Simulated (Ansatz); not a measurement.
**SiC under changes of volume**

One of the cells (10.313 Å³/atom); the others are scaled copies at fixed shape and fractional positions:

```
CELL_PARAMETERS angstrom
3.07569 0.00000 0.00000
-1.53785 2.66363 0.00000
0.00000 0.00000 10.07065
ATOMIC_POSITIONS crystal
Si 0.00000 0.00000 0.18789
Si 0.00000 0.00000 0.68789
Si 0.33333 0.66667 0.43784
Si 0.66667 0.33333 0.93784
C 0.00000 0.00000 0.00046
C 0.00000 0.00000 0.50046
C 0.33333 0.66667 0.24980
C 0.66667 0.33333 0.74980
```

The cell is a database's computed one.

```yaml
Program: Ansatz 0.2.0
Functional: rPW86-PBE
Potentials_or_basis: Ansatz PAW
Cutoff: "420 eV (not typed: the program's choice for these potentials)"
k_mesh: 10 × 10 × 3
Occupations: fermi-dirac, width 0.05 eV
Spin: no spin polarisation
```

```tsv
volume (Å³/atom)	energy over the lowest point (meV/atom)	pressure (GPa)	gap on the mesh (eV)	largest force (eV/Å)
9.694	67.32	23.6	2.51	0.021
9.900	40.74	17.8	2.50	0.013
10.107	21.33	12.4	2.50	0.008
10.313	?	?	?	?
10.519	1.53	3.2	2.48	0.012
10.726	0.00	-0.8	2.47	0.015
10.932	3.33	-4.4	2.46	0.019
```

Question: What does the run at 10.313 Å³/atom give?

Answer: Energy over the lowest point 8.47 meV/atom; pressure 7.6 GPa; gap on the mesh 2.49 eV; largest force 0.009 eV/Å.

Worked out: A Birch-Murnaghan fit of order 3 (a polynomial in V^(-2/3)) to the other rows has its minimum at 10.68 Å³/atom with B0 = V·E''(V) = 200 GPa and B' = 4.0 at fixed shape and positions, which overstates the stiffness. It gives 8.47 meV/atom at 10.313 Å³/atom, against the run's 8.47, and -dE/dV = 7.6 GPa, against 7.6. A straight line through the other rows of the gap, of slope -0.409 eV per unit of ln V, gives 2.49 eV, against the run's 2.49.

Energies are extrapolated to zero smearing.

Caveats: odd divisions of the mesh miss points on the zone boundary, where band edges often lie, so the gap on the mesh can be too wide; the PAW data sets come from PBE, with cores solved anew for the run's functional, which leaves a small shift of forces and pressure.

A mesh can miss the band edges.
